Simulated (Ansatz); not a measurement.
**Quasiparticle levels of NaCl (Fm-3m)**

Method: G0W0@r²SCAN, full frequency by contour deformation, all-electron datasets in plane waves (scalar-relativistic, Gaussian nuclei) (Ansatz).

The input was:

```yaml
crystal:
  lattice:
    - [0.0, 2.4816, 2.4816]
    - [2.4816, 0.0, 2.4816]
    - [2.4816, 2.4816, 0.0]
  atoms:
    - { symbol: Na, position: [0.0, 0.0, 0.0] }
    - { symbol: Cl, position: [0.5, 0.5, 0.5] }
basis:
  precision: f64
  xc_grid: 2
kpoints:
  mp_grid: { grid: [4, 4, 4], shift: [0, 0, 0] }
hamiltonian:
  xc: r2scan
  dispersion: none
  pseudopotentials: { kind: all_electron, nuclear_model: gaussian }
magnetization:
  spin_polarized: false
scf:
  lower_state_search: "off"
  max_iter: 200
  occupations: { method: fixed }
  convergence: { dr2_threshold: "1e-10 eV" }
output: {}
gw:
  n_empty_bands: 197
  ecut_chi: 200
  ecutfock_ratio: 1
  qp_bands: [v1, c1]
  screening: { model: contour_deformation }
```

Linearised quasiparticle energies, zero at the top filled Kohn-Sham level among these points. VB is the top filled band, CB the lowest empty one. kN is the Nth point of the program's mesh list. The wave cutoff came out at 2970 eV.

```json
{"k": "Γ", "band": "VB", "ε_KS (eV)": "0.00", "Σx − Vxc (eV)": "-3.82", "Σc (eV)": "1.68", "Z": "0.83", "ε_QP (eV)": "-1.78"}
{"k": "Γ", "band": "CB", "ε_KS (eV)": "8.03", "Σx − Vxc (eV)": "4.40", "Σc (eV)": "-3.79", "Z": "0.87", "ε_QP (eV)": "8.56"}
{"k": "k7", "band": "CB", "ε_KS (eV)": "7.90", "Σx − Vxc (eV)": "4.36", "Σc (eV)": "-3.37", "Z": "0.87", "ε_QP (eV)": "8.76"}
```

The gap (from Γ to a mesh point away from Γ) opens from 7.90 eV to 10.54 eV.

Electronic (ion-clamped) dielectric constant on this mesh, from the head of the inverse dielectric matrix: 2.6.

The cell is a model at fixed atoms and needn't be the relaxed known crystal. G0W0 moves a band edge: among the points solved the smallest quasiparticle gap is 10.33 eV, direct at Γ. The mesh is coarse, so these are values at the stated settings, not converged ones. Band sums or response are cut, so the gap isn't at its basis limit. The gap is read on the mesh, and the crystal's band edges can lie off it. With r²SCAN or HSE06 the Kohn-Sham levels are generalised ones.
